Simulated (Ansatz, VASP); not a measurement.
# SiO2 (Stishovite): VASP beside Ansatz

The input POSCAR:

```
SiO2
1.0
    4.1773000000      0.0000000000      0.0000000000
    0.0000000000      4.1773000000      0.0000000000
    0.0000000000      0.0000000000      2.6652000000
Si O
2 4
Direct
    0.0000000000      0.0000000000      0.0000000000
    0.5000000000      0.5000000000      0.5000000000
    0.3059000000      0.3059000000      0.0000000000
    0.1941000000      0.8059000000      0.5000000000
    0.6941000000      0.6941000000      0.0000000000
    0.8059000000      0.1941000000      0.5000000000
```

INCAR.step1

```
PREC = Accurate
ENCUT = 600
ISMEAR = -1
SIGMA = 0.02
LREAL = F
LASPH = T
NELM = 100
GGA = PE
ALGO = Normal
EDIFF = 1E-4
LWAVE = T
LCHARG = F
```

The input INCAR.step2:

```
PREC = Accurate
ENCUT = 600
EDIFF = 1E-7
ISMEAR = -1
SIGMA = 0.02
LREAL = F
LASPH = T
NELM = 100
ALGO = Normal
ISIF = 3
LWAVE = F
LCHARG = F
METAGGA = R2SCAN
LMIXTAU = T
IBRION = 2
NSW = 80
EDIFFG = -0.01
ISTART = 1
```

Contents of KPOINTS:

```
regular mesh
0
Gamma
  6 6 10
```

Input for Ansatz:

```yaml
crystal:
  lattice:
    - [4.1773, 0.0, 0.0]
    - [0.0, 4.1773, 0.0]
    - [0.0, 0.0, 2.6652]
  atoms:
    - { symbol: Si, position: [0.0, 0.0, 0.0] }
    - { symbol: Si, position: [0.5, 0.5, 0.5] }
    - { symbol: O, position: [0.3059, 0.3059, 0.0] }
    - { symbol: O, position: [0.1941, 0.8059, 0.5] }
    - { symbol: O, position: [0.6941, 0.6941, 0.0] }
    - { symbol: O, position: [0.8059, 0.1941, 0.5] }
  symmetry: { tolerance: 0.0003 }
hamiltonian:
  xc: r2scan
  pseudopotentials: { kind: paw, azcp: { folder: soft_1 } }
basis:
  ecutwfc: 500
magnetization:
  spin_polarized: false
scf:
  occupations: { method: fermi_dirac, width: 0.02 }
kpoints:
  mp_grid: { grid: [6, 6, 10], shift: [0, 0, 0] }
output:
  forces: true
  stress: true
  eigenvalues: true
relax:
  max_steps: 60
  cell: {}
```

Alike in both runs: task relaxation of cell and atoms; functional r2SCAN; k mesh 6 × 6 × 10; occupations fermi-dirac, width 0.02 eV; no spin polarisation.

|  | VASP | Ansatz |
| --- | --- | --- |
| version | VASP 6.6.1 | Ansatz 0.2.0 |
| potentials or method | VASP PAW PBE potentials, release 64 (Si, O) | PAW plane waves |
| plane-wave cutoff (eV) | 600 | 500 |
| valence electrons in the cell | 32 | 32 |

Ansatz gave:

- gap on the k mesh at the Fermi level, each at its own relaxed structure (eV): 6.53
- relaxed volume (Å³/atom): 7.79
- relaxed cell length with the largest relative difference (Å): 2.669

Q: Estimate VASP's values.

A: gap on the k mesh at the Fermi level, each at its own relaxed structure (eV): 6.51; relaxed volume (Å³/atom): 7.79; relaxed cell length with the largest relative difference (Å): 2.672.

Caveats: the PAW data sets were made with another functional, which shifts forces and pressure a little (VASP). Zero-point motion and thermal expansion aren't in these numbers. r2SCAN opens gaps a little over a GGA but as a rule still falls short of measured ones.
